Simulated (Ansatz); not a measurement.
BaSnO₃ in the cubic perovskite structure (space group Pm-3m, No. 221)

```cif
data_BaO3Sn
_chemical_formula_sum 'Ba1 Sn1 O3'
_space_group_name_H-M_alt 'Pm-3m'
_space_group_IT_number 221
_space_group_name_Hall '-P 4 2 3'
_cell_length_a 4.17599
_cell_length_b 4.17599
_cell_length_c 4.17599
_cell_angle_alpha 90.000
_cell_angle_beta 90.000
_cell_angle_gamma 90.000
loop_
_atom_site_label
_atom_site_type_symbol
_atom_site_symmetry_multiplicity
_atom_site_Wyckoff_symbol
_atom_site_fract_x
_atom_site_fract_y
_atom_site_fract_z
_atom_site_occupancy
Ba1 Ba 1 a 0.00000 0.00000 0.00000 1
Sn1 Sn 1 b 0.50000 0.50000 0.50000 1
O1 O 3 c 0.00000 0.50000 0.50000 1
```

Computed with PBE in Ansatz (plane waves to 420 eV, PAW, no spin-orbit coupling). Settings: 8×8×8 k-points, 0.05 eV Fermi–Dirac smearing.

| Quantity | Value |
|---|---|
| Volume per atom | 14.56 Å³ |
| Density | 6.93 g/cm³ |
| Band gap | 0.48 eV, indirect, R → Γ |
| Electron mass | 0.13 mₑ |
| Hole mass (degenerate bands, along [100]) | 0.53, 0.53, 3.0 mₑ |
| Lowest conduction-band minima above the VBM | Γ 0.48 eV |
| Total energy | -2735.897 eV/atom (σ→0; compares only within this code and set-up) |

Masses are band curvatures over ±0.01 Å⁻¹ around the edge. Whether these cells are dynamically stable was not tested.

Ansatz is a program for electronic structure.
